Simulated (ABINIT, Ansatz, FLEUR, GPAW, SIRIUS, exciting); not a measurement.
**Bi: programs and potentials compared**

```
CELL_PARAMETERS angstrom
-2.05109 1.93226 1.96372
2.00913 -1.95414 1.94364
2.06996 1.97301 -1.98560
ATOMIC_POSITIONS crystal
Bi 0.98622 0.98269 0.98033
```

This isn't the form of Bi at room conditions, which is rhombohedral.

The given cell was strained at random by a few per cent at fixed volume.

Alike in all runs: task single point; functional PBEsol; k mesh 9 × 9 × 9; occupations fermi-dirac, width 0.05 eV; no spin polarisation; no spin-orbit coupling. Pressure is positive in compression and, in plane waves, holds the error of the finite cutoff, which Ansatz's Pulay term estimates and takes out.

```
                                                         program and potentials  plane-wave cutoff (eV)                                                                                   notes  pressure (GPa)  energy over the undisturbed cell (meV/atom)
                                                             Ansatz, Ansatz PAW                     420  potentials made for PBE, which Ansatz adapts in part; Pulay term of +0.03 GPa included           -1.94                                         5.85
                                ABINIT, PseudoDojo NC SR PBEsol v0.4.1 standard                     898                                                                                       -           -1.90                                         5.79
                              GPAW, PAW data sets generated for this functional                     600                                                                                       -           -2.08                                         5.88
exciting, all-electron LAPW+lo, shipped species files, valence relativity iora*                       -                                                                                       -               -                                         5.48
                 SIRIUS, PseudoDojo 0.4.1 PBEsol standard (scalar relativistic)                     915                                                                                       -           -1.88                                         5.79
                                                     FLEUR, all-electron, FLAPW                       -                                                                                       -               -                                         5.87
                                 Ansatz, all-electron LAPW, scalar-relativistic                       -                                                                                       -           -1.92                                            -
```

The pressure spans -2.08 (GPAW, PAW data sets generated for this functional) to -1.88 GPa (SIRIUS, PseudoDojo 0.4.1 PBEsol standard (scalar relativistic)), with all-electron results at -1.92.

The functional is the same throughout but for its coding, so the spread measures potentials, basis and numerics; runs on potential files found faulty are left out.
